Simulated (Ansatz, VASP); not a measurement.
# One calculation of BaTe, two programs

File INCAR:

```
SYSTEM = BaTe
PREC     = Accurate       ! precision mode
ENCUT    = 520            ! plane-wave cutoff, eV
EDIFF    = 1E-7           ! SCF threshold, eV
ISMEAR   = 0              ! smearing method
SIGMA    = 0.01           ! smearing width, eV
LREAL    = .FALSE.        ! projectors in reciprocal space
LASPH    = .TRUE.         ! aspherical terms in the spheres
NELM     = 80             ! most SCF steps
ALGO     = Normal         ! electronic algorithm
ISIF     = 2              ! what is computed and relaxed
LWAVE    = .FALSE.        ! write WAVECAR
LCHARG   = .FALSE.        ! write CHGCAR
GGA      = PS             ! functional
NBANDS   = 15             ! bands
```

File KPOINTS:

```
Automatic mesh
0
G
  4 4 4
  0 0 0
```

File POSCAR:

```
BaTe
1.0
    4.2624660000      0.0000000000      0.0000000000
    0.0000000000      4.2624660000      0.0000000000
    0.0000000000      0.0000000000      4.2624660000
Ba Te
1 1
Direct
    0.0000000000      0.0000000000      0.0000000000
    0.5000000000      0.5000000000      0.5000000000
```

Input for Ansatz:

```yaml
crystal:
  lattice:
    - [4.262466, 0.0, 0.0]
    - [0.0, 4.262466, 0.0]
    - [0.0, 0.0, 4.262466]
  atoms:
    - { symbol: Ba, position: [0.0, 0.0, 0.0] }
    - { symbol: Te, position: [0.5, 0.5, 0.5] }
basis:
  ecutwfc: 462.5935661818
kpoints:
  mp_grid: { grid: [4, 4, 4], shift: [0.0, 0.0, 0.0] }
hamiltonian:
  xc: pbesol
scf:
  occupations: { method: fixed }
output:
  write_density: true
  forces: true
  eigenvalues: true
```

Alike in both runs: task single point; functional PBEsol; k mesh 4 × 4 × 4; no spin polarisation.

```csv
,VASP,Ansatz
version,VASP 6.6.1,Ansatz 0.2.0
potentials or method,"VASP PAW PBE potentials, release 64 (Ba_sv, Te)","plane waves, PAW"
plane-wave cutoff (eV),520,463
occupations,"gaussian, width 0.01 eV",fixed
valence electrons in the cell,16,26
```

```tsv
	VASP	Ansatz	Ansatz less VASP
gap on the k mesh at the Fermi level (eV)	0.68	0.79	+0.104
```

The two sets of potentials don't hold the same shells in valence.

Caveats: spin-orbit coupling is left out, which moves the levels of the heavy elements. Expect the measured gap to be larger: semilocal functionals such as PBEsol lack the derivative discontinuity. A k mesh can miss the band edges.
